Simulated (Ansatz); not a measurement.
# HC18F: the cost of one run

Program: Ansatz 0.2.0. Level of theory: DFT PBE+D3(BJ), plane waves, PAW, scalar-relativistic, no spin polarisation. These are calculated values, not measurements.

## 1. The system as given

The cell holds 20 atoms (C18HF): a = 7.398 Å, b = 7.398 Å, c = 12.000 Å, α = 90.00°, β = 90.00°, γ = 120.00°.

Its coordinates follow in the input file.

## 2. End point A

Contents of input.yaml:

```yaml
crystal:
  lattice:
    - [7.398, 0.0, 0.0]
    - [-3.699, 6.406856, 0.0]
    - [0.0, 0.0, 12.0]
  atoms:
    - { symbol: C, position: [0.0, 0.0, 0.0833333] }
    - { symbol: C, position: [0.2222222, 0.1111111, 0.0833333] }
    - { symbol: C, position: [0.0, 0.3333333, 0.0833333] }
    - { symbol: C, position: [0.2222222, 0.4444444, 0.0833333] }
    - { symbol: C, position: [0.0, 0.6666667, 0.0833333] }
    - { symbol: C, position: [0.2222222, 0.7777778, 0.0833333] }
    - { symbol: C, position: [0.3333333, 0.0, 0.0833333] }
    - { symbol: C, position: [0.5555556, 0.1111111, 0.0833333] }
    - { symbol: C, position: [0.3333333, 0.3333333, 0.0833333] }
    - { symbol: C, position: [0.5555556, 0.4444444, 0.0833333] }
    - { symbol: C, position: [0.3333333, 0.6666667, 0.0833333] }
    - { symbol: C, position: [0.5555556, 0.7777778, 0.0833333] }
    - { symbol: C, position: [0.6666667, 0.0, 0.0833333] }
    - { symbol: C, position: [0.8888889, 0.1111111, 0.0833333] }
    - { symbol: C, position: [0.6666667, 0.3333333, 0.0833333] }
    - { symbol: C, position: [0.8888889, 0.4444444, 0.0833333] }
    - { symbol: C, position: [0.6666667, 0.6666667, 0.0833333] }
    - { symbol: C, position: [0.8888889, 0.7777778, 0.0833333] }
    - { symbol: F, position: [0.1033618, 0.3892241, 0.2325] }
    - { symbol: H, position: [-0.0206071, 0.3681648, 0.2658333] }
basis:
  ecutwfc: 420.0
kpoints:
  mp_grid: { grid: [2, 2, 1] }
hamiltonian:
  xc: pbe
  dispersion: d3bj
  pseudopotentials: { kind: paw, azcp: { folder: soft_1 } }
scf:
  occupations: { method: gaussian, width: 0.05 }
  lower_state_search: "off"
relax:
  f_tol: 0.03
  max_steps: 60
  adjacent_minimum: "off"
output:
  write_density: true
  write_potential: true
  elf: true
  volumetric_format: npy
```

Started as:

```bash
$ ansatz run input.yaml --threads 1 --pin off --max-ram 3072MiB --backend cpu --events-out ev --progress --plain --runs-dir out
```

What time and memory should one allow on 1 thread of Arm Neoverse V2, shared host?

About 2.6 min, with a peak of 0.67 GiB.
